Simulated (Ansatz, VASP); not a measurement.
# Two plane-wave programs on MoSe

POSCAR

```
MoSe
1.0
    3.1072324860      0.0000000000      0.0000000000
    0.0000000000      3.1072324860      0.0000000000
    0.0000000000      0.0000000000      3.1072324860
Mo Se
1 1
Direct
    0.0000000000      0.0000000000      0.0000000000
    0.5000000000      0.5000000000      0.5000000000
```

The input INCAR.step1:

```
  ALGO = Normal
  EDIFF = 1E-4
  ENCUT = 520
  GGA = PE
  ISMEAR = 0
  LASPH = True
  LCHARG = False
  LREAL = False
  LWAVE = True
  NBANDS = 17
  NELM = 100
  PREC = Accurate
  SIGMA = 0.1
```

INCAR.step2

```
  ALGO = Normal
  EDIFF = 1E-6
  ENCUT = 520
  ISIF = 2
  ISMEAR = 0
  ISTART = 1
  LASPH = True
  LCHARG = True
  LELF = True
  LMIXTAU = True
  LREAL = False
  LVHAR = True
  LWAVE = False
  METAGGA = R2SCAN
  NBANDS = 17
  NELM = 100
  PREC = Accurate
  SIGMA = 0.1
```

File KPOINTS:

```
k-points
0
Gamma
  14 14 14
```

Input for Ansatz:

```yaml
crystal:
  lattice:
    - [3.107232486, 0.0, 0.0]
    - [0.0, 3.107232486, 0.0]
    - [0.0, 0.0, 3.107232486]
  atoms:
    - { symbol: Mo, position: [0.0, 0.0, 0.0] }
    - { symbol: Se, position: [0.5, 0.5, 0.5] }
basis:
  ecutwfc: 500
kpoints:
  mp_grid: { grid: [14, 14, 14] }
hamiltonian:
  xc: r2scan
scf:
  occupations: { method: gaussian, width: 0.1 }
  lower_state_search: "off"
output:
  forces: true
  stress: true
  eigenvalues: true
```

Alike in both runs: task single point; functional r2SCAN; k mesh 14 × 14 × 14; occupations gaussian, width 0.1 eV; no spin polarisation.

|  | VASP | Ansatz |
| --- | --- | --- |
| version | VASP 6.6.1 | Ansatz 0.2.0 |
| potentials or method | VASP PAW PBE potentials, release 64 (Mo_sv, Se) | scalar-relativistic, plane waves, PAW |
| plane-wave cutoff (eV) | 520 | 500 |
| valence electrons in the cell | 20 | 30 |

Ansatz gave:

| Property | Result |
| --- | --- |
| gap on the k mesh at the Fermi level (eV) | none |
| pressure (GPa) | 5.4 |

**Question.** What did VASP give for the same quantities?

**Answer.** gap on the k mesh at the Fermi level (eV): none; pressure (GPa): 5.9.

A gap of «none» marks a metal or a gap that the smearing closes. The two sets of potentials don't hold the same shells in valence.

Caveats: the PAW data sets were made with another functional, which shifts forces and pressure a little (VASP).
